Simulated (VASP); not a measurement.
**A VASP 6.6.1 single-point calculation on HfO2**

INCAR

```
IBRION = -1
ENCUT = 520
GGA = PE
EDIFF = 1E-7
ISMEAR = 2
LREAL = .FALSE.
PREC = Accurate
NSW = 0
LASPH = .TRUE.
LWAVE = .FALSE.
ISIF = 2
NBANDS = 18
SIGMA = 0.4
NELM = 75
LCHARG = .FALSE.
```

KPOINTS

```
KPOINTS created by Atomic Simulation Environment
0
Gamma
8 8 8
0 0 0
```

POSCAR

```
Hf O
 1.0000000000000000
    -0.1418349394000000    2.4885146726000000    2.4885146726000000
     2.4885146726000000   -0.1418349394000000    2.4885146726000000
     2.4885146726000000    2.4885146726000000   -0.1418349394000000
 Hf  O
   1   2
Cartesian
  0.0000000000000000  0.0000000000000000  0.0000000000000000
  1.2313548265665535  1.2313548265665535  1.2313548265665535
  3.6038395792334463  3.6038395792334463  3.6038395792334459
```

The recommended PBE PAW datasets give the neutral cell 22 valence electrons.

Command

```
mpirun -np 1 vasp_std
```

OSZICAR

```
N       E                     dE             d eps       ncg     rms          rms(c)
DAV:   1     0.903623736679E+02    0.90362E+02   -0.12509E+04  2340   0.120E+03
DAV:   2    -0.318570178082E+02   -0.12222E+03   -0.11910E+03  2974   0.286E+02
DAV:   3    -0.359462174922E+02   -0.40892E+01   -0.40792E+01  2744   0.463E+01
DAV:   4    -0.359696310827E+02   -0.23414E-01   -0.23406E-01  2802   0.393E+00
DAV:   5    -0.359697748661E+02   -0.14378E-03   -0.14378E-03  2682   0.290E-01    0.460E+01
DAV:   6    -0.303180718716E+02    0.56517E+01   -0.20693E+01  2384   0.321E+01    0.403E+01
DAV:   7    -0.302119599481E+02    0.10611E+00   -0.71052E-01  2650   0.683E+00    0.286E+01
DAV:   8    -0.301960961342E+02    0.15864E-01   -0.33889E-01  2526   0.525E+00    0.101E+01
DAV:   9    -0.301697026544E+02    0.26393E-01   -0.74354E-02  2428   0.234E+00    0.276E+00
DAV:  10    -0.301700123293E+02   -0.30967E-03   -0.33892E-03  2816   0.443E-01    0.165E-01
DAV:  11    -0.301700449949E+02   -0.32666E-04   -0.18428E-04  2706   0.114E-01    0.207E-01
DAV:  12    -0.301700598022E+02   -0.14807E-04   -0.38164E-05  2586   0.413E-02    0.882E-03
DAV:  13    -0.301700606721E+02   -0.86988E-06   -0.13694E-06  2902   0.867E-03    0.228E-03
DAV:  14    -0.301700608915E+02   -0.21942E-06   -0.24234E-07  2542   0.318E-03    0.324E-03
DAV:  15    -0.301700608565E+02    0.34981E-07   -0.13235E-08  1666   0.733E-04
   1 F= -.30170061E+02 E0= -.30170364E+02  d E =0.121212E-02
```

From OUTCAR

```
k-points           NKPTS =     65   k-points in BZ     NKDIM =     65   number of bands    NBANDS=     18

   NELECT =      22.0000    total number of electrons

   dimension x,y,z NGX =    28 NGY =   28 NGZ =   28
   dimension x,y,z NGXF=    56 NGYF=   56 NGZF=   56

  energy-cutoff  :      520.00
  volume of cell :       33.45
      direct lattice vectors                 reciprocal lattice vectors
    -0.141834939  2.488514673  2.488514673    -0.184512760  0.195664839  0.195664839
     2.488514673 -0.141834939  2.488514673     0.195664839 -0.184512760  0.195664839
     2.488514673  2.488514673 -0.141834939     0.195664839  0.195664839 -0.184512760

 k-points in reciprocal lattice and weights: KPOINTS created by Atomic Simulation Env
   0.00000000  0.00000000  0.00000000       0.002
   0.12500000  0.00000000 -0.00000000       0.012
   0.25000000  0.00000000 -0.00000000       0.012
   0.37500000  0.00000000  0.00000000       0.012
   0.50000000  0.00000000 -0.00000000       0.006
   0.12500000  0.12500000 -0.00000000       0.012
   0.25000000  0.12500000  0.00000000       0.023
   0.37500000  0.12500000 -0.00000000       0.023
   ...

 E-fermi :   4.1115

 k-point     1 :       0.0000    0.0000    0.0000
  band No.  band energies     occupation
      1     -25.7646      2.00000
      2     -25.7646      2.00000
      3     -25.7462      2.00000
      4     -14.5246      2.00000
      5     -11.6163      2.00000
      6      -1.2189      2.00000
      7      -1.2189      2.00000
      8      -0.9265      2.00000
      9       3.3394      1.99070
     10       3.5048      2.01950
     11       3.5048      2.01950
     12       7.8767      0.00000
     13       7.8767      0.00000
     14       9.6596      0.00000
     15      13.8623      0.00000
     16      13.8623      0.00000
     17      14.4330      0.00000
     18      17.2755      0.00000

 k-point     2 :       0.1250    0.0000   -0.0000
  band No.  band energies     occupation
      1     -25.8193      2.00000
      2     -25.7687      2.00000
      3     -25.7549      2.00000
      4     -14.3408      2.00000
      5     -11.7651      2.00000
      6      -1.0709      2.00000
      7      -0.8911      2.00000
      8      -0.7478      2.00000
      9       2.9955      1.99852
     10       3.1784      1.99349
     11       3.2214      1.99191
     12       8.0794      0.00000
     13       8.1664      0.00000
     14      10.2722      0.00000
     15      13.2147      0.00000
     16      13.5731      0.00000
     17      14.1177      0.00000
     18      17.1224      0.00000

 k-point     3 :       0.2500    0.0000   -0.0000
  band No.  band energies     occupation
      1     -25.9547      2.00000
      2     -25.7785      2.00000
      3     -25.7683      2.00000
      4     -13.8941      2.00000
      5     -12.0835      2.00000
      6      -0.6860      2.00000
      7      -0.5286      2.00000
      8       0.1005      2.00000
      9       2.1133      2.00000
     10       2.6525      1.99998
     11       2.7654      1.99991
     12       8.3352      0.00000
     13       8.6691      0.00000
     14      10.9706      0.00000
     15      12.6494      0.00000
     16      13.0861      0.00000
     17      13.6905      0.00000
     18      16.3796      0.00000

 ...

  Total       -1.1146478     -1.1146478     -1.1146478      0.7683542      0.7683542      0.7683542
  in kB      -53.3835358    -53.3835358    -53.3835358     36.7985890     36.7985890     36.7985890
  external PRESSURE =     -53.3835358 kB  Pullay stress =       0.0000000 kB

 POSITION                                       TOTAL-FORCE (eV/Angst)
 -----------------------------------------------------------------------------------
      0.00000      0.00000      0.00000        -0.000000      0.000000     -0.000000
      1.23135      1.23135      1.23135         0.008364      0.008364      0.008364
      3.60384      3.60384      3.60384        -0.008364     -0.008364     -0.008364
 -----------------------------------------------------------------------------------
    total drift:                               -0.000000     -0.000000     -0.000000

  FREE ENERGIE OF THE ION-ELECTRON SYSTEM (eV)
  ---------------------------------------------------
  free  energy   TOTEN  =       -30.1700608565 eV

  energy  without entropy=      -30.1712729787  energy(sigma->0) =      -30.17036389
```

It converged. Results: gap between bands v and c on the k mesh 3.78 eV; least direct gap on the k mesh 3.78 eV; pressure -5.3 GPa. Band v is the last that the valence electrons fill when counted band by band, and c is the next.

One setting is odd (smearing far too wide), but here it hardly changes the result.

On sound settings PBE gives a gap of 3.78 eV on its mesh and a pressure of -5.3 GPa for the intended cell. This run's energy (σ→0) differs from it by 0 meV an atom.

The run took about 37 s on one core of a shared host (Intel Xeon Platinum 8488C) and held 0.18 GiB at most.
